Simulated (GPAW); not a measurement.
# AlCo (Pm-3m) in GPAW: notebook

Runs on AlCo. Level: PBEsol. Tasks: relaxation of cell and atoms.

All numbers are computed with GPAW 26.7.0; they aren't measurements. Logs are shortened: lines on timing, memory, paths and dates and some standing lists are left out, and cuts for length are marked. The log counts tension as positive stress, the text compression.

## Step 1: The structure

The structure is cubic, space group Pm-3m (No. 221). The conventional cell has a = 2.819 Å, b = 2.819 Å, c = 2.819 Å, α = 90.00°, β = 90.00°, γ = 90.00°. Co (site symmetry m-3m) has 8 Al at 2.44 Å as nearest neighbours. Al (site symmetry m-3m) is surrounded by 8 Co at 2.44 Å.

The cell is a database's computed one.

## Step 2: Relaxation of cell and atoms, PBEsol, collinear spin, ferromagnetic start, target pressure 20 GPa, at which the enthalpy is minimised

Contents of run.py:

```python
from ase import Atoms
from ase.filters import FrechetCellFilter
from ase.io import write
from ase.optimize import BFGS
from ase.units import GPa
from gpaw import GPAW, PW, setup_paths

setup_paths.insert(0, '.')

atoms = Atoms(['Co', 'Al'],
              cell=[[2.81940321, 0.0, 0.0],
                    [0.0, 2.81940321, 0.0],
                    [0.0, 0.0, 2.81940321]],
              scaled_positions=[[0.5, 0.5, 0.5],
                                [0.0, 0.0, 0.0]],
              pbc=True)
atoms.set_initial_magnetic_moments([2.0, 0.0])

calc = GPAW(mode=PW(600),
            xc='PBEsol',
            kpts={'size': (9, 9, 9), 'gamma': True},
            occupations={'name': 'fermi-dirac', 'width': 0.05},
            nbands=15,
            convergence={'density': 1e-05, 'forces': 0.0001},
            maxiter=150,
            txt='gpaw.txt')
atoms.calc = calc
opt = BFGS(FrechetCellFilter(atoms, scalar_pressure=20 * GPa), trajectory='relax.traj', logfile='-')
done = opt.run(fmax=0.02, steps=60)
calc.write('gs.gpw')
write('result.traj', atoms)
print('Converged:', done)
print('Cell:', atoms.cell.cellpar().round(4))
print('Volume:', round(atoms.get_volume(), 4))
print(atoms.get_scaled_positions().round(5))
```

Potentials or basis: PAW data sets generated in the run's folder for this functional, pw.

The run is started by

```console
$ gpaw-setup -f PBEsol Al Co
$ OMP_NUM_THREADS=1 python run.py
```

gpaw.txt:

```text
__  _  _
 | _ |_)|_||  |
 |__||  | ||/\| - 26.7.0

Input parameters:
  mode=PW(ecut=600.0),
  convergence={'density': 1e-05, 'forces': 0.0001},
  kpts=MonkhorstPack(size=(9, 9, 9), gamma=True),
  maxiter=150,
  nbands=15,
  occupations=Occupations(name='fermi-dirac', width=0.05),
  xc=XC(name='PBEsol')

Diagonalizing LCAO Hamiltonian
Converting LCAO to pw mode
   .------.
  /|      |
 * |  Co  |
 | .------.
 |/      /
 Al-----*

Atoms  # Å, Bohr magnetons
|   | symbol |        x |        y |        z |    initial magnetic moments |
|---|--------|----------|----------|----------|-----------------------------|
| 0 |     Co | 1.409702 | 1.409702 | 1.409702 | ( 0.0000,  0.0000,  2.0000) |
| 1 |     Al | 0.000000 | 0.000000 | 0.000000 | ( 0.0000,  0.0000,  0.0000) |

Unit cell  # Å
| periodic |        x |        y |        z |  lengths |    angles |
|----------|----------|----------|----------|----------|-----------|
|      yes | 2.819403 | 0.000000 | 0.000000 | 2.819403 | 90.000000 |
|      yes | 0.000000 | 2.819403 | 0.000000 | 2.819403 | 90.000000 |
|      yes | 0.000000 | 0.000000 | 2.819403 | 2.819403 | 90.000000 |

Number of symmetries: 48
Symmetry operations  # r_c * U_cc + t_c -> r_c
|    | kind |            matrix            |
|----|------|------------------------------|
|  0 |  E   |  1, 0, 0,  0, 1, 0,  0, 0, 1 |
|  1 |  σ   |  1, 0, 0,  0, 1, 0,  0, 0,-1 |
|  2 |  σ   |  1, 0, 0,  0, 0, 1,  0, 1, 0 |
|  3 |  C4  |  1, 0, 0,  0, 0, 1,  0,-1, 0 |
|  4 |  C4  |  1, 0, 0,  0, 0,-1,  0, 1, 0 |
|  5 |  σ   |  1, 0, 0,  0, 0,-1,  0,-1, 0 |
|  6 |  σ   |  1, 0, 0,  0,-1, 0,  0, 0, 1 |
|  7 |  C2  |  1, 0, 0,  0,-1, 0,  0, 0,-1 |
|  8 |  σ   |  0, 1, 0,  1, 0, 0,  0, 0, 1 |
|  9 |  C2  |  0, 1, 0,  1, 0, 0,  0, 0,-1 |
| 10 |  C3  |  0, 1, 0,  0, 0, 1,  1, 0, 0 |
| 11 |  S6  |  0, 1, 0,  0, 0, 1, -1, 0, 0 |
| 12 |  S6  |  0, 1, 0,  0, 0,-1,  1, 0, 0 |
| 13 |  C3  |  0, 1, 0,  0, 0,-1, -1, 0, 0 |
| 14 |  C4  |  0, 1, 0, -1, 0, 0,  0, 0, 1 |
| 15 |  S4  |  0, 1, 0, -1, 0, 0,  0, 0,-1 |
| 16 |  C3  |  0, 0, 1,  1, 0, 0,  0, 1, 0 |
| 17 |  S6  |  0, 0, 1,  1, 0, 0,  0,-1, 0 |
| 18 |  σ   |  0, 0, 1,  0, 1, 0,  1, 0, 0 |
| 19 |  C4  |  0, 0, 1,  0, 1, 0, -1, 0, 0 |
| 20 |  C2  |  0, 0, 1,  0,-1, 0,  1, 0, 0 |
| 21 |  S4  |  0, 0, 1,  0,-1, 0, -1, 0, 0 |
[... 223 lines left out ...]
No gap
No difference between direct/indirect transitions

Stress tensor  # eV/Ang^3
|         x |         y |         z |
|-----------|-----------|-----------|
| -0.009199 |  0.000000 |  0.000000 |
|  0.000000 | -0.009199 |  0.000000 |
|  0.000000 |  0.000000 | -0.009199 |

Forces  # eV/Ang
|       x |       y |        z |
|---------|---------|----------|
| 0.00000 | 0.00000 |  0.00000 |  # Co   0
| 0.00000 | 0.00000 | -0.00000 |  # Al   1

Interpolating wave functions to new cell

           Co

       Al

Atoms  # Å, Bohr magnetons
|   | symbol |        x |        y |         z |    initial magnetic moments |
|---|--------|----------|----------|-----------|-----------------------------|
| 0 |     Co | 1.396715 | 1.396715 |  1.396715 | ( 0.0000,  0.0000,  0.0000) |
| 1 |     Al | 0.000000 | 0.000000 | -0.000000 | ( 0.0000,  0.0000,  0.0000) |

Unit cell  # Å
| periodic |         x |         y |        z |  lengths |    angles |
|----------|-----------|-----------|----------|----------|-----------|
|      yes |  2.793429 | -0.000000 | 0.000000 | 2.793429 | 90.000000 |
|      yes | -0.000000 |  2.793429 | 0.000000 | 2.793429 | 90.000000 |
|      yes |  0.000000 |  0.000000 | 2.793429 | 2.793429 | 90.000000 |

Number of symmetries: 48
Symmetry operations  # r_c * U_cc + t_c -> r_c
|    | kind |            matrix            |
|----|------|------------------------------|
|  0 |  E   |  1, 0, 0,  0, 1, 0,  0, 0, 1 |
|  1 |  σ   |  1, 0, 0,  0, 1, 0,  0, 0,-1 |
|  2 |  σ   |  1, 0, 0,  0, 0, 1,  0, 1, 0 |
|  3 |  C4  |  1, 0, 0,  0, 0, 1,  0,-1, 0 |
|  4 |  C4  |  1, 0, 0,  0, 0,-1,  0, 1, 0 |
|  5 |  σ   |  1, 0, 0,  0, 0,-1,  0,-1, 0 |
|  6 |  σ   |  1, 0, 0,  0,-1, 0,  0, 0, 1 |
|  7 |  C2  |  1, 0, 0,  0,-1, 0,  0, 0,-1 |
|  8 |  σ   |  0, 1, 0,  1, 0, 0,  0, 0, 1 |
|  9 |  C2  |  0, 1, 0,  1, 0, 0,  0, 0,-1 |
| 10 |  C3  |  0, 1, 0,  0, 0, 1,  1, 0, 0 |
| 11 |  S6  |  0, 1, 0,  0, 0, 1, -1, 0, 0 |
| 12 |  S6  |  0, 1, 0,  0, 0,-1,  1, 0, 0 |
| 13 |  C3  |  0, 1, 0,  0, 0,-1, -1, 0, 0 |
| 14 |  C4  |  0, 1, 0, -1, 0, 0,  0, 0, 1 |
| 15 |  S4  |  0, 1, 0, -1, 0, 0,  0, 0,-1 |
| 16 |  C3  |  0, 0, 1,  1, 0, 0,  0, 1, 0 |
| 17 |  S6  |  0, 0, 1,  1, 0, 0,  0,-1, 0 |
| 18 |  σ   |  0, 0, 1,  0, 1, 0,  1, 0, 0 |
| 19 |  C4  |  0, 0, 1,  0, 1, 0, -1, 0, 0 |
| 20 |  C2  |  0, 0, 1,  0,-1, 0,  1, 0, 0 |
| 21 |  S4  |  0, 0, 1,  0,-1, 0, -1, 0, 0 |
[... 220 lines left out ...]
No gap
No difference between direct/indirect transitions

Stress tensor  # eV/Ang^3
|         x |         y |         z |
|-----------|-----------|-----------|
| -0.046478 | -0.000000 |  0.000000 |
| -0.000000 | -0.046478 |  0.000000 |
|  0.000000 |  0.000000 | -0.046478 |

Forces  # eV/Ang
|       x |       y |       z |
|---------|---------|---------|
| 0.00000 | 0.00000 | 0.00000 |  # Co   0
| 0.00000 | 0.00000 | 0.00000 |  # Al   1

Interpolating wave functions to new cell

           Co

       Al

Atoms  # Å, Bohr magnetons
|   | symbol |         x |         y |         z |    initial magnetic moments |
|---|--------|-----------|-----------|-----------|-----------------------------|
| 0 |     Co |  1.371949 |  1.371949 |  1.371949 | ( 0.0000,  0.0000,  0.0000) |
| 1 |     Al | -0.000000 | -0.000000 | -0.000000 | ( 0.0000,  0.0000,  0.0000) |

Unit cell  # Å
| periodic |         x |         y |        z |  lengths |    angles |
|----------|-----------|-----------|----------|----------|-----------|
|      yes |  2.743899 |  0.000000 | 0.000000 | 2.743899 | 90.000000 |
|      yes | -0.000000 |  2.743899 | 0.000000 | 2.743899 | 90.000000 |
|      yes | -0.000000 | -0.000000 | 2.743899 | 2.743899 | 90.000000 |

Number of symmetries: 48
Symmetry operations  # r_c * U_cc + t_c -> r_c
|    | kind |            matrix            |
|----|------|------------------------------|
|  0 |  E   |  1, 0, 0,  0, 1, 0,  0, 0, 1 |
|  1 |  σ   |  1, 0, 0,  0, 1, 0,  0, 0,-1 |
|  2 |  σ   |  1, 0, 0,  0, 0, 1,  0, 1, 0 |
|  3 |  C4  |  1, 0, 0,  0, 0, 1,  0,-1, 0 |
|  4 |  C4  |  1, 0, 0,  0, 0,-1,  0, 1, 0 |
|  5 |  σ   |  1, 0, 0,  0, 0,-1,  0,-1, 0 |
|  6 |  σ   |  1, 0, 0,  0,-1, 0,  0, 0, 1 |
|  7 |  C2  |  1, 0, 0,  0,-1, 0,  0, 0,-1 |
|  8 |  σ   |  0, 1, 0,  1, 0, 0,  0, 0, 1 |
|  9 |  C2  |  0, 1, 0,  1, 0, 0,  0, 0,-1 |
| 10 |  C3  |  0, 1, 0,  0, 0, 1,  1, 0, 0 |
| 11 |  S6  |  0, 1, 0,  0, 0, 1, -1, 0, 0 |
| 12 |  S6  |  0, 1, 0,  0, 0,-1,  1, 0, 0 |
| 13 |  C3  |  0, 1, 0,  0, 0,-1, -1, 0, 0 |
| 14 |  C4  |  0, 1, 0, -1, 0, 0,  0, 0, 1 |
| 15 |  S4  |  0, 1, 0, -1, 0, 0,  0, 0,-1 |
| 16 |  C3  |  0, 0, 1,  1, 0, 0,  0, 1, 0 |
| 17 |  S6  |  0, 0, 1,  1, 0, 0,  0,-1, 0 |
| 18 |  σ   |  0, 0, 1,  0, 1, 0,  1, 0, 0 |
| 19 |  C4  |  0, 0, 1,  0, 1, 0, -1, 0, 0 |
| 20 |  C2  |  0, 0, 1,  0,-1, 0,  1, 0, 0 |
| 21 |  S4  |  0, 0, 1,  0,-1, 0, -1, 0, 0 |
[... 230 lines left out ...]
Forces  # eV/Ang
|        x |        y |        z |
|----------|----------|----------|
| -0.00000 |  0.00000 | -0.00000 |  # Co   0
| -0.00000 | -0.00000 |  0.00000 |  # Al   1

Interpolating wave functions to new cell

           Co

       Al

Atoms  # Å, Bohr magnetons
|   | symbol |         x |         y |         z |    initial magnetic moments |
|---|--------|-----------|-----------|-----------|-----------------------------|
| 0 |     Co |  1.373852 |  1.373852 |  1.373852 | ( 0.0000,  0.0000,  0.0000) |
| 1 |     Al | -0.000000 | -0.000000 | -0.000000 | ( 0.0000,  0.0000,  0.0000) |

Unit cell  # Å
| periodic |         x |         y |         z |  lengths |    angles |
|----------|-----------|-----------|-----------|----------|-----------|
|      yes |  2.747703 |  0.000000 |  0.000000 | 2.747703 | 90.000000 |
|      yes | -0.000000 |  2.747703 | -0.000000 | 2.747703 | 90.000000 |
|      yes | -0.000000 | -0.000000 |  2.747703 | 2.747703 | 90.000000 |

Number of symmetries: 48
Symmetry operations  # r_c * U_cc + t_c -> r_c
|    | kind |            matrix            |
|----|------|------------------------------|
|  0 |  E   |  1, 0, 0,  0, 1, 0,  0, 0, 1 |
|  1 |  σ   |  1, 0, 0,  0, 1, 0,  0, 0,-1 |
|  2 |  σ   |  1, 0, 0,  0, 0, 1,  0, 1, 0 |
|  3 |  C4  |  1, 0, 0,  0, 0, 1,  0,-1, 0 |
|  4 |  C4  |  1, 0, 0,  0, 0,-1,  0, 1, 0 |
|  5 |  σ   |  1, 0, 0,  0, 0,-1,  0,-1, 0 |
|  6 |  σ   |  1, 0, 0,  0,-1, 0,  0, 0, 1 |
|  7 |  C2  |  1, 0, 0,  0,-1, 0,  0, 0,-1 |
|  8 |  σ   |  0, 1, 0,  1, 0, 0,  0, 0, 1 |
|  9 |  C2  |  0, 1, 0,  1, 0, 0,  0, 0,-1 |
| 10 |  C3  |  0, 1, 0,  0, 0, 1,  1, 0, 0 |
| 11 |  S6  |  0, 1, 0,  0, 0, 1, -1, 0, 0 |
| 12 |  S6  |  0, 1, 0,  0, 0,-1,  1, 0, 0 |
| 13 |  C3  |  0, 1, 0,  0, 0,-1, -1, 0, 0 |
| 14 |  C4  |  0, 1, 0, -1, 0, 0,  0, 0, 1 |
| 15 |  S4  |  0, 1, 0, -1, 0, 0,  0, 0,-1 |
| 16 |  C3  |  0, 0, 1,  1, 0, 0,  0, 1, 0 |
| 17 |  S6  |  0, 0, 1,  1, 0, 0,  0,-1, 0 |
| 18 |  σ   |  0, 0, 1,  0, 1, 0,  1, 0, 0 |
| 19 |  C4  |  0, 0, 1,  0, 1, 0, -1, 0, 0 |
| 20 |  C2  |  0, 0, 1,  0,-1, 0,  1, 0, 0 |
| 21 |  S4  |  0, 0, 1,  0,-1, 0, -1, 0, 0 |
[... 176 lines left out ...]
Energy contributions:
  Kinetic:          28.911016
  Coulomb:         -21.296619
  Zero:             -0.057988
  External:          0.000000
  Xc:              -21.712995
  Entropy:          -0.003502
  Spinorbit:         0.000000
  ----------------------------
  Free energy:     -14.160088
  Extrapolated:    -14.158337

dipole moment: (-4.693628, -4.693628, -4.693628)  # |e|*Ang

Total magnetic moment: (0.000000, 0.000000, 0.000000)

Local magnetic moments
|        x |        y |         z |
|----------|----------|-----------|
| 0.000000 | 0.000000 |  0.000000 |  # Co   0
| 0.000000 | 0.000000 | -0.000000 |  # Al   1

Fermi level: 11.515
Eigenvalues  # (at kpt = [0.000, 0.000, 0.000])
| band index |      eig [eV] | occ [0-1] |      eig [eV] | occ [0-1] |
|------------|---------------|-----------|---------------|-----------|
|          0 |        -0.381 |     1.000 |        -0.381 |     1.000 |
|          1 |         7.984 |     1.000 |         7.984 |     1.000 |
|          2 |         7.984 |     1.000 |         7.984 |     1.000 |
|          3 |        10.583 |     1.000 |        10.583 |     1.000 |
|          4 |        10.583 |     1.000 |        10.583 |     1.000 |
|          5 |        10.583 |     1.000 |        10.583 |     1.000 |
|          6 |        18.040 |     0.000 |        18.040 |     0.000 |
|          7 |        18.040 |     0.000 |        18.040 |     0.000 |
|          8 |        18.040 |     0.000 |        18.040 |     0.000 |
|          9 |        20.739 |     0.000 |        20.739 |     0.000 |
|         10 |        20.739 |     0.000 |        20.739 |     0.000 |
|         11 |        28.857 |     0.000 |        28.857 |     0.000 |
|         12 |        34.561 |     0.000 |        34.561 |     0.000 |
|         13 |        34.561 |     0.000 |        34.561 |     0.000 |
|         14 |        34.561 |     0.000 |        34.561 |     0.000 |

No gap
No difference between direct/indirect transitions

Stress tensor  # eV/Ang^3
|         x |         y |         z |
|-----------|-----------|-----------|
| -0.124476 | -0.000000 |  0.000000 |
| -0.000000 | -0.124476 |  0.000000 |
|  0.000000 |  0.000000 | -0.124476 |

Forces  # eV/Ang
|        x |       y |       z |
|----------|---------|---------|
|  0.00000 | 0.00000 | 0.00000 |  # Co   0
| -0.00000 | 0.00000 | 0.00000 |  # Al   1

# Writing to gs.gpw (mode='')
```

It took 90 s on 1 thread of Arm Neoverse N1, shared host; peak memory 0.2 GiB.

What came out:

| Item | Value |
| --- | --- |
| Free energy | -14.1601 eV |
| Relaxed volume | 10.37 Å³/atom |
| Relaxed cell | a = 2.748 Å, b = 2.748 Å, c = 2.748 Å, α = 90.00°, β = 90.00°, γ = 90.00° |
| Space group after relaxing (to 0.05 Å) | Pm-3m (No. 221) |
| Energy change on relaxing (the enthalpy is what falls) | +56.4 meV/atom |
| Ionic steps | 4 |
| Pressure after relaxing | 19.9 GPa |
| Band gap on the k mesh | none (metal or under the smearing width) |
| Net moment | 0.00 μB per cell |

The path:
| step | energy change (eV) | largest force (eV/Å) | pressure (GPa) | volume (Å³) |
| --- | --- | --- | --- | --- |
| 1 | 0.0000 | 0.0000 | 1.47 | 22.41 |
| 2 | 0.0196 | 0.0000 | 7.45 | 21.80 |
| 3 | 0.1243 | 0.0000 | 21.11 | 20.66 |
| 4 | 0.1129 | 0.0000 | 19.94 | 20.74 |

Final structure:
```
CELL_PARAMETERS angstrom
2.74770 0.00000 0.00000
0.00000 2.74770 0.00000
0.00000 0.00000 2.74770
ATOMIC_POSITIONS crystal
Co 0.50000 0.50000 0.50000
Al 0.00000 0.00000 0.00000
```

Caveat: each step starts from the last one's moments, so a moment once lost doesn't come back; the starting moments collapsed, and a magnetic state may lie lower; later steps reuse the first step's grids.

## Step 3: Relaxation of cell and atoms, PBEsol, collinear spin, ferromagnetic start, target pressure 30 GPa, at which the enthalpy is minimised

run.py: that of step 2 with these lines changed.

```diff
@@ -27,3 +27,3 @@
 atoms.calc = calc
-opt = BFGS(FrechetCellFilter(atoms, scalar_pressure=20 * GPa), trajectory='relax.traj', logfile='-')
+opt = BFGS(FrechetCellFilter(atoms, scalar_pressure=30 * GPa), trajectory='relax.traj', logfile='-')
 done = opt.run(fmax=0.02, steps=60)
```

Potentials or basis: PAW data sets generated in the run's folder for this functional, pw.

The run is started by

```console
$ gpaw-setup -f PBEsol Al Co
$ OMP_NUM_THREADS=1 python run.py
```

It took 89 s on 1 thread of Arm Neoverse N1, shared host; peak memory 0.2 GiB.

It converged, with:

- Free energy: -14.0515 eV
- Relaxed volume: 10.03 Å³/atom
- Relaxed cell: a = 2.717 Å, b = 2.717 Å, c = 2.717 Å, α = 90.00°, β = 90.00°, γ = 90.00°
- Space group after relaxing (to 0.05 Å): Pm-3m (No. 221)
- Energy change on relaxing (the enthalpy is what falls): +110.7 meV/atom
- Ionic steps: 4
- Pressure after relaxing: 29.8 GPa
- Band gap on the k mesh: none (metal or under the smearing width)
- Net moment: 0.00 μB per cell

Step by step:
```csv
step,energy change (eV),largest force (eV/Å),pressure (GPa),volume (Å³)
1,0.0000,0.0000,1.47,22.41
2,0.0397,0.0000,10.97,21.47
3,0.2529,0.0000,32.40,19.91
4,0.2214,0.0000,29.85,20.06
```

Final structure:
```xyz
2
Lattice="2.7173 0.0000 0.0000 0.0000 2.7173 0.0000 0.0000 0.0000 2.7173" Properties=species:S:1:pos:R:3 pbc="T T T"
Co    1.3587    1.3587    1.3587
Al    0.0000    0.0000    0.0000
```

Levels at points of the mesh, in eV from the Fermi level:
Spin up:
| k point | band 2 | band 3 | band 4 | band 5 | band 6 | band 7 | band 8 | band 9 | band 10 | band 11 |
| --- | --- | --- | --- | --- | --- | --- | --- | --- | --- | --- |
| (0.00, 0.00, 0.00) | -3.71 | -3.71 | -0.98 | -0.98 | -0.98 | 6.71 | 6.71 | 6.71 | 9.36 | 9.36 |
Spin down:
| k point | band 3 | band 4 | band 5 | band 6 | band 7 | band 8 | band 9 | band 10 |
| --- | --- | --- | --- | --- | --- | --- | --- | --- |
| (0.00, 0.00, 0.00) | -3.71 | -0.98 | -0.98 | -0.98 | 6.71 | 6.71 | 6.71 | 9.36 |

Caveat: each step starts from the last one's moments, so a moment once lost doesn't come back; the starting moments collapsed, and a magnetic state may lie lower; later steps reuse the first step's grids.
